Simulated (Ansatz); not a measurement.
# GaN (model cell, started as NiAs type): a soft mode frozen in, part 3 of 3

Which phase does GaN (model cell, started as NiAs type) fall into along its unstable mode, and how much energy does it gain?

Ansatz 0.2.0; DFT PBEsol, scalar-relativistic, plane waves, PAW; PAW set soft_1.

So far. Step 5 (Energy along the mode, all amplitudes (two of the runs …): The lowest of the steps tried is at 0.08 Å, 0.049 meV/atom below the parent; the bottom of the well need not coincide with a step. Step 7 (The new phase in its own primitive cell): The largest force component left is 0.30 meV/Å and the pressure is 0.004 GPa, within the tolerances set. The cell now holds 10.23 Å³/atom. The relaxed cell has a, b, c = 2.848, 5.773, 4.978 Å (conventional setting).

The structure was built from a prototype and need not be the compound's stable phase.

**8. Modes of the new phase, k-mesh 12×12×6**

A relaxed structure may still be a saddle point, so its zone-centre modes are computed. The response to a homogeneous field gives the Born charges and the dielectric tensor, and its change with displacement the Raman tensors.

Input file input.yaml:

```yaml
crystal:
  lattice:
    - [1.4241353824, -2.8862870334, 0.0]
    - [1.4241353824, 2.8862870334, 0.0]
    - [0.0, 0.0, 4.9779513579]
  atoms:
    - { symbol: Ga, position: [0.1018876729, 0.8981123271, 0.9754702759] }
    - { symbol: Ga, position: [0.8981123271, 0.1018876729, 0.4754702759] }
    - { symbol: "N", position: [0.60999358, 0.39000642, 0.2745297241] }
    - { symbol: "N", position: [0.39000642, 0.60999358, 0.7745297241] }
kpoints:
  mp_grid: { grid: [12, 12, 6] }
hamiltonian:
  xc: pbesol
  pseudopotentials: { kind: paw, azcp: { folder: soft_1 }, xc_functional: pbe }
scf:
  occupations: { method: fixed }
output:
  eigenvalues: true
phonons:
  method: dfpt
  dielectric: true
  rigid_motions: translations
  raman: true
```

Command:

```
ansatz run input.yaml --threads 4 --pin off --max-ram 10240MiB --backend cpu --events-out ev --progress --plain --runs-dir out
```

Numbers of over 12 decimals in the logs are rounded to 6 here.

The log of the run:

```text
[...]
Crystal: 4 atoms, lattice volume = 40.923 Å³
Basis set: ecut = 420 eV, 809 PW (Γ), exchange–correlation on 48×48×72 points (8 copies of the dense FFT grid, shifted against one another)
Bands: 22, of which v1, the nominal top of the filled ones, is band 18 counted from 1 (17 counted from 0)
Symmetry: 4 space group operations
k-points: 436 of 864 (irreducible under 1 space group operation, time reversal used)
[...]
SCF iter   1: F=—  HF=-8244.989302 eV  |F-HF|=—  |Δ(HF+E_count)|=         —  Δρ=1.06e-1  dr2=3.44e0  ethr=3.10e-3  ⟨swp⟩=4.0  Hψ=33421  notcnv=0  defer=220
[...]
SCF iter   9: F=-8244.039850 eV  HF=-8244.039850 eV  |F-HF|=5.46e-12  |Δ(HF+E_count)|=  2.60e-10  Δρ=2.63e-7  dr2=1.72e-11  ethr=1.00e-12  ⟨swp⟩=7.2  Hψ=55260  notcnv=0
SCF 1 converged in 9 iterations: F = -8244.039850 eV  dr2 = 1.72e-11
[...]
NSCF: frozen V_eff on 10 k-points
DFPT response loops at Γ: preconditioner auto → Resta (q_TF=auto, 2.671 Å⁻¹)  ε∞=7.6 (no band partly filled); β = 1.00, the filter's whole step (`scf.mixing.beta` (0.50) is not read by the response loops at its default; to damp them type it under 1.00, their step now; it binds the ground state too); Broyden in place of MSR1
── the response to a field inside a basis, on 14×14×8 k-points: an SCF that follows is theirs, and a resumed run solves both again ──
Bands: 19, of which v1, the nominal top of the filled ones, is band 18 counted from 1 (17 counted from 0)
k-points: 224
[...]
Eigensolver: Dense (224 Hₖ)
SCF iter   1: F=—  HF=-8244.037794 eV  |F-HF|=—  |Δ(HF+E_count)|=         —  Δρ=3.82e-4  dr2=1.86e-5  ethr=1.00e-1
[...]
SCF iter   6: F=-8244.037792 eV  HF=-8244.037792 eV  |F-HF|=0.00e0  |Δ(HF+E_count)|=  4.73e-11  Δρ=3.28e-7  dr2=1.80e-11  ethr=1.30e-11
SCF 1 converged in 6 iterations: F = -8244.037792 eV  dr2 = 1.80e-11
[...]
WARN: field response: ε∞ stands inside a basis, on 14×14×8 points; the force constants stand on the 12×12×6 k-mesh, whose period is 10.66 times the interband length at k = (0.0000, 0.0000, 0.0000), direct gap 1.149 eV, under 14: take them and everything formed from them as unconverged, and compare with a denser kpoints.mp_grid
SCF converged after 9 iterations
Free energy (F): -8244.039850 eV
[...]
Internal energy: -8244.039850 eV  (E = F + TS)
E sigma→0 (E₀):  -8244.039850 eV
Fermi energy:    11.999561 eV
[...]
--- Band table (eV; the first three rows and the last of 436) ---
  k-point 0: bands = [... 14 lower, 11.2003, 11.2395, 11.3391, 11.8769, 13.0263, 15.8022, 20.2072, 21.4965]
  k-point 1: bands = [... 14 lower, 10.3296, 11.2078, 11.2478, 11.8347, 13.7781, 15.8410, 19.9963, 21.7275]
  k-point 2: bands = [... 14 lower, 10.0425, 10.8664, 11.3766, 11.7164, 14.8170, 15.8555, 19.7367, 20.8754]
  k-point 435: bands = [... 14 lower, 9.6390, 9.6390, 10.7419, 10.7419, 14.8662, 14.8662, 19.8150, 19.8150]
--- Phonons (Γ-DFPT): 6 representative perturbations + reference, on 436 of 864 k-points (Σ response iterations 22) ---
  k mesh reduced under 1 symmetry operation, with k and −k counted as one. Each operation leaves every solved perturbation unchanged. A smaller set is not considered because the run solves the response to a homogeneous field
  ASR residual: 1.778e-4 → 0.000e0 eV/Å²; symmetrization residual: 1.725e-6 eV/Å²
  ASR residual per site (eV/Å²): 1.78e-4 1.78e-4 8.31e-5 8.31e-5
[...]
ε∞ (high-frequency dielectric tensor):
        8.188700     0.000000     0.000000
        0.000000     7.446711     0.000000
        0.000000     0.000000     8.387693
  ε⁰ (static dielectric tensor: ions relaxed, cell fixed):
       35.023745     0.000000     0.000000
        0.000000    15.599471    -0.000000
        0.000000    -0.000000    30.455380
  ε⁰ − ε∞ (ionic part):
       26.835045     0.000000     0.000000
        0.000000     8.152760    -0.000000
        0.000000    -0.000000    22.067687
  softest optical mode at Γ: 108.42 cm⁻¹; the repairs (sum rule, projections) moved no ω² at Γ by more than (1.43 cm⁻¹)²
  Born effective charges Z* (e; rows j = field, columns β = displacement):
    site 0:
         3.46431    0.00000    0.00000
         0.00000    2.81794   -0.30943
         0.00000   -0.27614    3.26948
    site 1:
         3.46431   -0.00000    0.00000
         0.00000    2.81794    0.30943
         0.00000    0.27614    3.26948
    site 2:
        -3.46431    0.00000   -0.00000
         0.00000   -2.81794   -0.10206
        -0.00000   -0.24448   -3.26948
    site 3:
        -3.46431    0.00000   -0.00000
         0.00000   -2.81794    0.10206
        -0.00000    0.24448   -3.26948
  Z* charge neutrality: 4.522e-3 e pre-enforcement
  solved inside a basis spanned on kpoints, on 14×14×8 k-points transformed towards the longest dipole: ε∞ is read to err by 2.8e-2, Z* by 1.9e-2 e (field_mesh: kpoints solves on kpoints); Z* is corrected for what the basis lacks
  Raman tensors (in the event stream and the table raman_tensors.tsv): an entry may err by 4.4e0 Å², one of the second-order susceptibility by 2.3e1 pm/V (basis, points and sum rule); their sum over the sites missed zero by 9.031e-5 Å² ahead of its enforcement
  optical modes at Γ without the LO–TO term, one row a degenerate level:
      ω (cm⁻¹)  modes    IR ((D/Å)²/amu)  static Raman (Å⁴/amu)  depolarisation
        108.42      1             0.0000                 1.0307           0.750
        147.55      1             1.6456                 0.4032           0.245
        253.86      1             0.0000                 7.4971           0.750
        303.66      1            47.4773                 5.6874           0.750
        323.46      1            34.2759                45.2434           0.531
        353.92      1             2.8277                 0.7244           0.750
        451.37      1            26.0398                 8.1158           0.750
        571.85      1             6.6131                79.6761           0.489
        661.54      1             2.6438               122.8358           0.750
  optical modes at Γ + LO–TO along q̂ = [1.0000, 0.0000, 0.0000]:
      ω (cm⁻¹)  modes    IR ((D/Å)²/amu)  static Raman (Å⁴/amu)  depolarisation
        108.42      1             0.0000                 1.0307           0.750
        147.55      1             1.6456                 0.4032           0.245
        253.86      1             0.0000                 7.4971           0.750
        323.46      1            34.2759                45.2434           0.531
        353.92      1             2.8277                 0.7244           0.750
        451.37      1            26.0398                 8.1158           0.750
        571.85      1             6.6131                79.6761           0.489
        628.00      1            47.4773                 0.2075           0.750
        661.54      1             2.6438               122.8358           0.750
  optical modes at Γ + LO–TO along q̂ = [0.0000, 1.0000, 0.0000]:
      ω (cm⁻¹)  modes    IR ((D/Å)²/amu)  static Raman (Å⁴/amu)  depolarisation
        108.42      1             0.0000                 1.0307           0.750
        147.55      1             1.6456                 0.4032           0.245
        253.86      1             0.0000                 7.4971           0.750
        303.66      1            47.4773                 5.6874           0.750
        323.46      1            34.2759                45.2434           0.531
        361.69      1             0.2118                 0.0612           0.750
        571.85      1             6.6131                79.6761           0.489
        600.94      1            13.1403                 2.2904           0.750
        703.72      1            18.1591               175.4277           0.750
  optical modes at Γ + LO–TO along q̂ = [0.0000, 0.0000, 1.0000]:
      ω (cm⁻¹)  modes    IR ((D/Å)²/amu)  static Raman (Å⁴/amu)  depolarisation
        108.42      1             0.0000                 1.0307           0.750
        156.42      1             0.1117                 1.7471           0.708
        253.86      1             0.0000                 7.4971           0.750
        303.66      1            47.4773                 5.6874           0.750
        353.92      1             2.8277                 0.7244           0.750
        451.37      1            26.0398                 8.1158           0.750
        498.61      1             9.3799                46.1269           0.645
        661.54      1             2.6438               122.8358           0.750
        666.79      1            33.0429               106.0907           0.280
```

Run time: 6.5 min. Hardware: 4 threads of AMD EPYC 7R13 (Zen 3), shared host; peak memory 3.3 GiB; 24 min of CPU time.

Numbers from this step:

- sum-rule residual before enforcement: 1.78e-4 eV/Å²
- miss of the charge sum rule: 0.004522 e
- estimated error of the dielectric tensor: 0.02822
- estimated error of the Born charges: 0.01924 e
- point group: mm2
- highest optical mode at the zone centre (no LO-TO term): 661.5 cm⁻¹
- lowest optical zone-centre mode: 108.4 cm⁻¹
- mean high-frequency dielectric constant: 8.008
- largest Born charge (third of the trace): 3.184 e
- mean static dielectric constant: 27.03
- top of the zone-centre spectrum with the field: 703.7 cm⁻¹

Without the LO-TO term. Patterns of degenerate modes are one choice out of their space. The modes at Γ (shares of kinetic energy by element, %):

```csv
mode,frequency (cm⁻¹),symmetry,Ga %,N %
1,0.0,acoustic,83,17
2,0.0,acoustic,83,17
3,0.0,acoustic,83,17
4,108.4,A2,99,1
5,147.6,A1,94,6
6,253.9,A2,1,99
7,303.7,B1,17,83
8,323.5,A1,13,87
9,353.9,B2,94,6
10,451.4,B2,20,80
11,571.9,A1,10,90
12,661.5,B2,2,98
```

Displacements in mode 4 (108.4 cm⁻¹), the largest set to 1:
```
Ga1 -1.00  0.00  0.00
Ga2  1.00  0.00  0.00
N3  -0.21  0.00  0.00
N4   0.21  0.00  0.00
```

Displacements in mode 12 (661.5 cm⁻¹), the largest set to 1:
```
Ga1  0.00 -0.06 -0.02
Ga2  0.00 -0.06  0.02
N3   0.00  0.31 -1.00
N4   0.00  0.31  1.00
```

Optical modes at the zone centre, without and with the macroscopic field of the longitudinal modes; each column is sorted by frequency, so a row need not hold one and the same mode. Modes with and without the field, by row:

```csv
rank among optical modes,no field (cm⁻¹),"q along (1, 0, 0) (cm⁻¹)","q along (0, 1, 0) (cm⁻¹)","q along (0, 0, 1) (cm⁻¹)"
1,108.4,108.4,108.4,108.4
2,147.6,147.6,147.6,156.4
3,253.9,253.9,253.9,253.9
4,303.7,323.5,303.7,303.7
5,323.5,353.9,323.5,353.9
6,353.9,451.4,361.7,451.4
7,451.4,571.9,571.9,498.6
8,571.9,628,600.9,661.5
9,661.5,661.5,703.7,666.8
```

Born charge (rows field, columns displacement) (e), principal values of the symmetric part by kind of site:

```csv
atom,atoms with these values,low,middle,high,mean
Ga1,2,2.67,3.41,3.46,3.18
N3,2,-3.46,-3.33,-2.76,-3.18
```

In full for N3:

```
-3.46  0.00  0.00
 0.00 -2.82 -0.10
 0.00 -0.24 -3.27
```

High-frequency dielectric tensor:

```
8.19 0.00 0.00
0.00 7.45 0.00
0.00 0.00 8.39
```

Static dielectric tensor (ions relaxed, fixed cell):

```
35.02  0.00  0.00
 0.00 15.60  0.00
 0.00  0.00 30.46
```

Transverse modes. Infrared lines, with heights relative to the strongest:

```csv
position (cm⁻¹),label,relative intensity
108,A2,0.0
148,A1,3.5
254,A2,0.0
304,B1,100
324,A1,72
354,B2,6.0
451,B2,55
572,A1,14
662,B2,5.6
```

Activity x (w_L - w)^4 (n + 1)/w, 532 nm, 300 K; the tensors are static ones, while 532 nm light lies above the computed direct gap, where resonance would change the heights; modes without the macroscopic field alone. Raman lines, with heights relative to the strongest:

```csv
position (cm⁻¹),label,relative intensity
108,A2,14
148,A1,3.1
254,A2,24
304,B1,14
324,A1,99
354,B2,1.4
451,B2,11
572,A1,78
662,B2,100
```

Before it was imposed, the acoustic sum rule was missed by 1.8e-4 eV/Å² and the charge sum rule by 0.0045 e. Small misses are needed for a sound result but don't prove that mesh and cutoff are converged. The lowest optical mode is real, 108 cm⁻¹.

The log warns of the k mesh: “the force constants stand on the 12×12×6 k-mesh, whose period is 10.66 times the interband length at k = (0.0000, 0.0000, 0.0000), direct gap 1.149 eV, under 14: take them and everything formed from them as unconverged”.

**9. Results**

* unstable mode of the parent: q = (0, 0, 0), 20i cm⁻¹
* depth at the lowest point sampled: 0.049 meV/atom
* largest atomic shift at that point: 0.08 Å
* space group reached (within 0.01 Å): Cmc2_1
* energy gained over the parent (first relaxation, on the mesh of the frozen mode): 151 meV/atom
* volume per atom, phase reached: 10.2 Å³
* gap on the k-mesh, phase reached: 1.03 eV
* lowest optical zone-centre mode, phase reached: 108 cm⁻¹
* highest optical mode at the zone centre (no LO-TO term), phase reached: 662 cm⁻¹

**Reading.** Along this mode the structure falls into Cmc2_1, 151 meV/atom below the parent. At the parent's cell the well is 0.049 meV/atom deep on the steps tried, with its lowest point at a shift of 0.08 Å. Relaxing atoms and cell changes the gain by +151.04 meV/atom against the lowest step (energies at zero smearing). Most of the total comes from this relaxation. The new phase has no imaginary mode at the zone centre of its cell; other wavevectors were not checked. How so shallow a well moves with the k mesh was not tested. Of the 3 patterns followed to their end from this parent, this one ends 409 meV/atom above the lowest, F-43m. Each path keeps the symmetry of its pattern, so a lower phase may lie along a pattern not tried. With the field response the log warns that the k mesh is coarse for the force constants too, so the frequencies may not be converged. The q mesh stands for a supercell only 8.9 Å across, so branches between the solved wavevectors are rough. The program warns that the interpolation holds no quadrupole term, so branches close to Γ can be off in this crystal. The PAW files were made for PBE and serve the other functionals too. The starting cell was built on a prototype and not taken from a measurement, so the phase need not exist.

[Logs are printed without paths, hosts, clocks, repeated set-up lines and the standing remarks that a program may print on its own settings, such as how far it seeks lower states.]

[Hosts, paths, dates, database ids (printed as entryN), source tags and the programs' standing remarks are cut or masked in the printed files.]
